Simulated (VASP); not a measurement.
Crystal: HgTe (Coloradoite).

```
Hg Te
1.0
     0.00000    3.21450    3.21450
     3.21450    0.00000    3.21450
     3.21450    3.21450    0.00000
Hg Te
1 1
Direct
  0.00000 0.00000 0.00000
  0.75000 0.75000 0.75000
```

- Program: VASP 6.6.1
- Task: relaxation of cell and atoms
- Functional: rev-vdW-DF2
- Potentials or basis: VASP PAW PBE potentials, release 64 (Hg, Te)
- Cutoff: 600 eV
- k mesh: 7 × 7 × 7
- Occupations: fermi-dirac, width 0.05 eV
- Spin: no spin polarisation

At the start: pressure 3.6 GPa; volume 33.22 Å³/atom.

Problem. Where does the relaxation end?

Solution. Over 3 steps the energy falls by 27.3 meV/atom and the volume is 35.87 Å³/atom (+8.0 %); space group F-43m (No. 216, to 0.05 Å).

The path:
| step | energy change (eV) | largest force (eV/Å) | pressure (GPa) | volume (Å³) |
| --- | --- | --- | --- | --- |
| 1 | 0.0000 | 0.0000 | 3.56 | 66.43 |
| 2 | -0.0484 | 0.0000 | -0.97 | 73.78 |
| 3 | -0.0547 | 0.0000 | 0.01 | 71.74 |

Final structure:
```
CELL_PARAMETERS angstrom
0.00000 3.29800 3.29800
3.29800 0.00000 3.29800
3.29800 3.29800 0.00000
ATOMIC_POSITIONS crystal
Hg 0.00000 0.00000 0.00000
Te 0.75000 0.75000 0.75000
```

Caveat: the PAW data sets were made with another functional, which shifts forces and pressure a little.
